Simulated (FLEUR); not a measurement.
# FeO (I4/mmm) in FLEUR: single point with PBE

Aim: the single point of FeO with PBE.

Everything below comes from runs of FLEUR MaX-R8.1 (later development tree). Logs are shortened: lines on timing, memory, paths and dates and some standing lists are left out, and cuts for length are marked.

**1. The crystal as given**

It takes space group I4/mmm (No. 139, tetragonal). The conventional cell has a = 3.204 Å, b = 3.204 Å, c = 4.167 Å, α = 90.00°, β = 90.00°, γ = 90.00°. Fe (site symmetry 4/mmm) is surrounded by 6 O at 2.08 to 2.27 Å. O (site symmetry 4/mmm) is surrounded by 6 Fe at 2.08 to 2.27 Å.

The cell comes from a database or a generator and needn't be the stable form of this composition.

**2. Single point, PBE, collinear spin, ferromagnetic start**

inp.xml

```xml
<?xml version="1.0" encoding="UTF-8" standalone="no"?>
<fleurInput fleurInputVersion="0.39">
   <comment>
      FeO                                                                                                 
   </comment>
   <calculationSetup>
      <cutoffs Kmax="4.9" Gmax="15.2" GmaxXC="15.2" numbands="0"/>
      <scfLoop itmax="60" minDistance="0.00001" maxIterBroyd="15" imix="Anderson" alpha="0.05" precondParam="0.0" spinf="2.0" sdNocoIR="T"/>
      <coreElectrons ctail="T" frcor="F" kcrel="0" coretail_lmax="0"/>
      <xcFunctional name="pbe" relativisticCorrections="F"/>
      <magnetism jspins="2"/>
      <soc l_soc="F" theta="0.0" phi="0.0" spav="F"/>
      <expertModes spex="0" secvar="F"/>
      <geometryOptimization l_f="T" forcealpha="1.0" forcemix="BFGS" epsdisp="0.0005" epsforce="0.0002"/>
      <ldaU l_linMix="F" mixParam="0.05" spinf="1.0"/>
   </calculationSetup>
   <cell>
      <bzIntegration valenceElectrons="22.0" mode="hist" fermiSmearingEnergy="0.00183747">
         <kPointListSelection listName="default-1"/>
         <!-- k-points included here -->
         <xi:include xmlns:xi="http://www.w3.org/2001/XInclude" href="kpts.xml"> </xi:include>
      </bzIntegration>
      <!-- symmetry operations included here -->
      <xi:include xmlns:xi="http://www.w3.org/2001/XInclude" href="sym.xml"> </xi:include>
      <bulkLattice scale="1.0">
         <bravaisMatrix>
            <row-1>   -3.0275366738569232     3.0275366738569232     3.9370407626141746</row-1>
            <row-2>    3.0275366738569232    -3.0275366738569232     3.9370407626141746</row-2>
            <row-3>    3.0275366738569232     3.0275366738569232    -3.9370407626141746</row-3>
         </bravaisMatrix>
      </bulkLattice>
   </cell>
   <atomSpecies>
      <species name="Iron (Fe) 4.500" element="Fe" atomicNumber="26">
         <mtSphere radius="2.0" gridPoints="685" logIncrement="0.018"/>
         <atomicCutoffs lmax="8" lnonsphr="8"/>
         <electronConfig flipSpins="F">
            <coreConfig>(1s1/2) (2s1/2) (2p1/2) (2p3/2)</coreConfig>
            <valenceConfig>(3s1/2) (3p1/2) (3p3/2) (4s1/2) (3d3/2) (3d5/2)</valenceConfig>
            <stateOccupation state="(3d3/2)" spinUp="2.0" spinDown="0.4"/>
            <stateOccupation state="(3d5/2)" spinUp="3.0" spinDown="0.6"/>
         </electronConfig>
         <energyParameters s="4" p="4" d="3" f="4"/>
         <lo type="SCLO" l="0" n="3" eDeriv="0"/>
         <lo type="SCLO" l="1" n="3" eDeriv="0"/>
         <lo type="SCLO" l="1" n="3" eDeriv="1"/>
         <lo type="SCLO" l="2" n="3" eDeriv="2"/>
         <lo type="SCLO" l="3" n="4" eDeriv="2"/>
      </species>
      <species name="Oxygen (O)" element="O" atomicNumber="8">
         <mtSphere radius="1.53" gridPoints="523" logIncrement="0.02"/>
         <atomicCutoffs lmax="8" lnonsphr="8"/>
         <electronConfig flipSpins="F">
            <coreConfig>(1s1/2)</coreConfig>
            <valenceConfig>(2s1/2) (2p1/2) (2p3/2)</valenceConfig>
            <stateOccupation state="(2p1/2)" spinUp="0.666667" spinDown="0.666667"/>
            <stateOccupation state="(2p3/2)" spinUp="1.333333" spinDown="1.333333"/>
         </electronConfig>
         <energyParameters s="2" p="2" d="3" f="4"/>
         <lo type="SCLO" l="0" n="2" eDeriv="2"/>
         <lo type="SCLO" l="1" n="2" eDeriv="2"/>
         <lo type="SCLO" l="2" n="3" eDeriv="2"/>
      </species>
   </atomSpecies>
   <atomGroups>
      <atomGroup species="Iron (Fe) 4.500">
         <relPos label="                   1">.0000000000 .0000000000 .0000000000</relPos>
         <force calculate="T" relaxXYZ="TTT"/>
      </atomGroup>
      <atomGroup species="Oxygen (O)">
         <relPos label="                   2">1.000/2.000 1.000/2.000 .0000000000</relPos>
         <force calculate="T" relaxXYZ="TTT"/>
      </atomGroup>
   </atomGroups>
   <output dos="F" band="F" slice="F">
      <checks vchk="F" cdinf="F"/>
      <bandDOS minEnergy="-.5*Htr" maxEnergy="0.5*Htr" sigma="0.015" storeEVData="T"/>
      <vacuumDOS vacdos="F" integ="F" star="F" nstars="0" locx1="0.0" locy1="0.0" locx2="0.0" locy2="0.0" nstm="0" tworkf="0.0"/>
      <unfoldingBand unfoldBand="F" supercellX="1" supercellY="1" supercellZ="1"/>
      <plotting iplot="0" polar="F">
         <plot TwoD="T" vec1="  1.0  0.0  0.0" vec2="  0.0  1.0  0.0" vec3="  0.0  0.0  1.0" zero="  0.0  0.0  0.0" file="plot"/>
      </plotting>
      <chargeDensitySlicing numkpt="0" minEigenval="0.0" maxEigenval="0.0" nnne="0" pallst="F"/>
      <specialOutput eonly="F"/>
      <moessbauerParams electricFieldGradient="T" isomerShift="T" coreHyperfine="T" valenceHyperfine="T"/>
      <magneticCircularDichroism mcd="F" energyLo="-10.0" energyUp="0.0"/>
   </output>
  <!-- We include the file relax.xml here to enable relaxations (see documentation) -->
  <xi:include xmlns:xi="http://www.w3.org/2001/XInclude" href="relax.xml"> <xi:fallback/> </xi:include>
</fleurInput>
```

crystal.txt

```
FeO
&input cartesian=F /
-1.6021034130  1.6021034130  2.0833922500
1.6021034130  -1.6021034130  2.0833922500
1.6021034130  1.6021034130  -2.0833922500
1.8897261246
1.0 1.0 1.0

2
26 0.0000000000  0.0000000000  0.0000000000 : 4.500
8 0.5000000000  0.5000000000  0.0000000000

&kpt div1=12 div2=12 div3=12 gamma=T /
```

Potentials or basis: all-electron, FLAPW.

Started as:

```console
$ inpgen -f crystal.txt -profile fastHighL
$ # inp.xml edited to the form shown
$ fleur_MPI
```

Log:

```text
Welcome to FLEUR        (www.flapw.de)
      MaX-Release 8.1          (www.max-centre.eu)

 ========== k-point set info ==========
 Selected k-point list: default-1
 k-point list type: mesh
 12 x 12 x 12
 Number of k points: 163

 ------------Calculation Setup---------------------------
 Number of MPI-tasks      :            1
 Number of PE/node        :            1
 Number of OMP-threads    :            1
 Most efficient MPI parallelization for:
           1         163
 Additional eigenvalue parallelization possible
 Number of basis functions:          368
 Approximate size of matrices (H+S) per k-point:         0.002 GB
 --------------------------------------------------------
 Iteration:     1   Distance:      21.89289819 me/bohr^3
 Iteration:     2   Distance:      18.02624486 me/bohr^3
 Iteration:     3   Distance:       8.27913029 me/bohr^3
 Iteration:     4   Distance:       6.65480880 me/bohr^3
 Iteration:     5   Distance:       4.23074786 me/bohr^3
 Iteration:     6   Distance:       1.50442087 me/bohr^3
 Iteration:     7   Distance:       1.47353701 me/bohr^3
 Iteration:     8   Distance:       0.22454647 me/bohr^3
 Iteration:     9   Distance:       0.26606688 me/bohr^3
 Iteration:    10   Distance:       0.08577381 me/bohr^3
 Iteration:    11   Distance:       0.08507827 me/bohr^3
 Iteration:    12   Distance:       0.01270233 me/bohr^3
 Iteration:    13   Distance:       0.01211857 me/bohr^3
 Iteration:    14   Distance:       0.00355649 me/bohr^3
 Iteration:    15   Distance:       0.00244815 me/bohr^3
 Iteration:    16   Distance:       0.00235391 me/bohr^3
 Iteration:    17   Distance:       0.00188367 me/bohr^3
 Iteration:    18   Distance:       0.00072604 me/bohr^3
 Iteration:    19   Distance:       0.00022731 me/bohr^3
 Iteration:    20   Distance:       0.00008541 me/bohr^3
 Iteration:    21   Distance:       0.00007370 me/bohr^3
 Iteration:    22   Distance:       0.00000915 me/bohr^3

 ********************************************************************
 Run finished successfully
 Stop message:
   Structural relaxation: Done
 ********************************************************************
```

It took 8.3 min on 1 thread of Intel Xeon Platinum 8488C (Sapphire Rapids), shared host; peak memory 0.08 GiB.

What came out:

```
Free energy                                           : -36682.3327 eV
Band gap on the k mesh                                : none (metal or under the smearing width)
Net moment                                            : 4.00 μB per cell
Site moments                                          : Fe +3.54; O +0.29 μB
Valence electrons inside the program's atomic spheres : Fe 13.86; O 4.90 (radii Fe 2.0, O 1.53 bohr)
```

Core levels (eV from the Fermi level):
```csv
atom,levels
1 Fe,"1s1/2 -6991.3, 2s1/2 -813.9, 2p1/2 -700.8, 2p3/2 -688.3"
2 O,1s1/2 -507.2
```

Caveat: a cell with one magnetic atom can't hold antiferromagnetic order, which such compounds often take; semilocal functionals often make such compounds metallic where correlation or magnetic order opens a gap, which also shifts bond lengths. With open d or f shells a metallic result of PBE can be an artefact of self-interaction; +U or a hybrid may open a gap.
